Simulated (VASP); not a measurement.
Write the native input for VASP 6.6.1 that does the following.

```yaml
Task: single point
Functional: PBE
Dispersion: D3(BJ)
Potentials_or_basis: VASP PAW PBE potentials, release 64 (Sn_d, S)
Cutoff: 520 eV
k_mesh: 2 × 6 × 6
Occupations: fermi-dirac, width 0.02 eV
Spin: no spin polarisation
Dipole_correction: no
Further_INCAR_settings: ALGO = Fast; EDIFF = 1e-07; NBANDS = 50
```

The structure of SnS lies in POSCAR:

```
SnS
1.0
   11.1924200451      0.0000000000      0.0000000000
    0.0000000000      4.0034842498      0.0000000000
    0.0000000000      0.0000000000      4.2553827389
Sn S
4 4
Direct
    0.1188062245      0.2500000000      0.1094060694
    0.3811937755      0.7500000000      0.6094060694
    0.6188062245      0.2500000000      0.3905939306
    0.8811937755      0.7500000000      0.8905939306
    0.8521793281      0.2500000000      0.4775580052
    0.6478206719      0.7500000000      0.9775580052
    0.3521793281      0.2500000000      0.0224419948
    0.1478206719      0.7500000000      0.5224419948
```

The input as run:

INCAR

```
ALGO     = Fast           # electronic algorithm
EDIFF    = 1E-7           # SCF threshold, eV
ENCUT    = 520            # plane-wave cutoff, eV
GGA      = PE             # functional
ISIF     = 2              # what is computed and relaxed
ISMEAR   = -1             # smearing method
IVDW     = 12             # dispersion correction
LASPH    = True           # aspherical terms in the spheres
LCHARG   = True           # write CHGCAR
LELF     = True           # ELF
LREAL    = False          # projectors in reciprocal space
LVHAR    = True         
LWAVE    = False          # write WAVECAR
NBANDS   = 50             # bands
NELM     = 100            # most SCF steps
PREC     = Accurate       # precision mode
SIGMA    = 0.02           # smearing width, eV
```

KPOINTS

```
k-points
0
Gamma
  2 6 6
```

Potentials or basis: VASP PAW PBE potentials, release 64 (Sn_d, S).

Command:

```console
$ cat potpaw_PBE.64/Sn_d/POTCAR potpaw_PBE.64/S/POTCAR > POTCAR
$ mpirun -np 1 vasp_std > vasp.out
```

Results of the run:

* Pressure: 0.0 GPa
* Largest force: 0.006 eV/Å
* Band gap on the k mesh: 0.78 eV, indirect (least direct gap 0.86 eV)
* Dispersion energy per atom: -0.346 eV

Caveat: spin-orbit coupling is left out, which moves the levels of the heavy elements.

Run time: 3.3 min on 1 thread of Intel(R) Xeon(R) 6975P-C (Granite Rapids), on a shared host, peak memory 0.4 GiB.
